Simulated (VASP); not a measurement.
# Al₂Cu: intraband terms of a metal's spectrum

Al₂Cu, I4/mmm (no. 139), 3 atoms in the cell. PBE, independent-particle dielectric function; PAW potentials Cu, Al (PBE set).

## Input

INCAR.step1:
```
SYSTEM = Al2Cu
PREC     = Accurate       ! precision mode
ENCUT    = 340            ! plane-wave cutoff, eV
ISMEAR   = 1              ! smearing method
SIGMA    = 0.1            ! smearing width, eV
EDIFF    = 1E-7           ! SCF threshold, eV
LASPH    = .TRUE.         ! aspherical terms in the spheres
KPAR     = 4            
LWAVE    = .FALSE.        ! write WAVECAR
LCHARG   = .TRUE.         ! write CHGCAR
LMAXMIX  = 4              ! l up to which the mixer works
```

INCAR.step2:
```
SYSTEM = Al2Cu
PREC     = Accurate       ! precision mode
ENCUT    = 340            ! plane-wave cutoff, eV
ISMEAR   = 0              ! smearing method
SIGMA    = 0.3            ! smearing width, eV
EDIFF    = 1E-6           ! SCF threshold, eV
LASPH    = .TRUE.         ! aspherical terms in the spheres
KPAR     = 4            
LWAVE    = .TRUE.         ! write WAVECAR
LCHARG   = .FALSE.        ! write CHGCAR
LMAXMIX  = 4              ! l up to which the mixer works
ICHARG   = 11             ! starting density
NBANDS   = 30             ! bands
NEDOS    = 3000           ! points of the DOS
OMEGAMAX = 30           
CSHIFT   = 0.1           
```

INCAR.step3, as INCAR.step2 but for:
```
- LWAVE = .TRUE.
+ LWAVE = .FALSE.
+ LOPTICS = .TRUE.
+ ALGO = None
+ NELM = 1
+ ISTART = 1
```

INCAR.step4, as INCAR.step3 but for:
```
+ WPLASMAI = 0.03
```

INCAR.step5 to INCAR.step6 change the same tag again: WPLASMAI = 0.1, 0.3.

INCAR.step7, as INCAR.step6 but for:
```
- WPLASMAI = 0.3
+ RTIME = 20
```

INCAR.step8, as INCAR.step7 but for:
```
- RTIME = 20
+ RTIME = 40
```

INCAR.step9, as INCAR.step8 but for:
```
- RTIME = 40
+ LNABLA = .TRUE.
```

INCAR.step10, as INCAR.step9 but for:
```
- ISMEAR = 0
- LNABLA = .TRUE.
+ ISMEAR = -5
```

KPOINTS.step1:
```
k-points
0
Gamma
  9 9 9
```

KPOINTS.step2:
```
k-points
0
Gamma
  8 8 8
```

POSCAR:
```
Al2Cu
1.0
   -2.0303375000      2.0303375000      2.8510940000
    2.0303375000     -2.0303375000      2.8510940000
    2.0303375000      2.0303375000     -2.8510940000
Cu Al
1 2
Direct
    0.5000000000      0.5000000000      0.0000000000
    0.2500000000      0.7500000000      0.5000000000
    0.7500000000      0.2500000000      0.5000000000
```

Commands (each step's output is kept before the next begins):
```
cat potpaw_PBE.64/Cu/POTCAR potpaw_PBE.64/Al/POTCAR > POTCAR
cp INCAR.step1 INCAR
cp KPOINTS.step1 KPOINTS
mpirun -np 4 vasp_std > vasp.out
cp INCAR.step2 INCAR
cp KPOINTS.step2 KPOINTS
mpirun -np 4 vasp_std > vasp.out
cp INCAR.step3 INCAR
mpirun -np 4 vasp_std > vasp.out
cp INCAR.step4 INCAR
mpirun -np 4 vasp_std > vasp.out
cp INCAR.step5 INCAR
mpirun -np 4 vasp_std > vasp.out
cp INCAR.step6 INCAR
mpirun -np 4 vasp_std > vasp.out
cp INCAR.step7 INCAR
mpirun -np 4 vasp_std > vasp.out
cp INCAR.step8 INCAR
mpirun -np 4 vasp_std > vasp.out
cp INCAR.step9 INCAR
mpirun -np 4 vasp_std > vasp.out
cp INCAR.step10 INCAR
mpirun -np 4 vasp_std > vasp.out
```

## Result

- Bands: 30

One ground state, settings moved in the last step alone:

| Settings | Plasma frequency (eV) | Im ε at 0.5 eV | Im ε at 1 eV | Im ε at 2 eV | Im ε at 4 eV | Time (s) |
|---|---|---|---|---|---|---|
| interband part alone | 6.49 | 69.8 | 11.1 | 26.4 | 6.5 | 6 |
| Drude term, WPLASMAI 0.03 | 6.49 | 79.8 | 12.4 | 26.5 | 6.5 | 6 |
| Drude term, WPLASMAI 0.1 | 6.49 | 102.2 | 15.3 | 26.9 | 6.5 | 6 |
| Drude term, WPLASMAI 0.3 | 6.49 | 144.1 | 22.7 | 27.9 | 6.7 | 6 |
| relaxation time RTIME 20 fs | 6.49 | 80.8 | 12.5 | 26.6 | 6.5 | 6 |
| relaxation time RTIME 40 fs | 6.49 | 75.3 | 11.8 | 26.5 | 6.5 | 6 |
| transversal form (LNABLA) | 6.84 | 74.6 | 11.9 | 28.8 | 7.1 | 6 |
| tetrahedron method | – | – | – | – | – | no result |

VASP 6.6.1 took 60 s on 4 cores (AMD EPYC 7R43 (Zen 3)), a shared host.
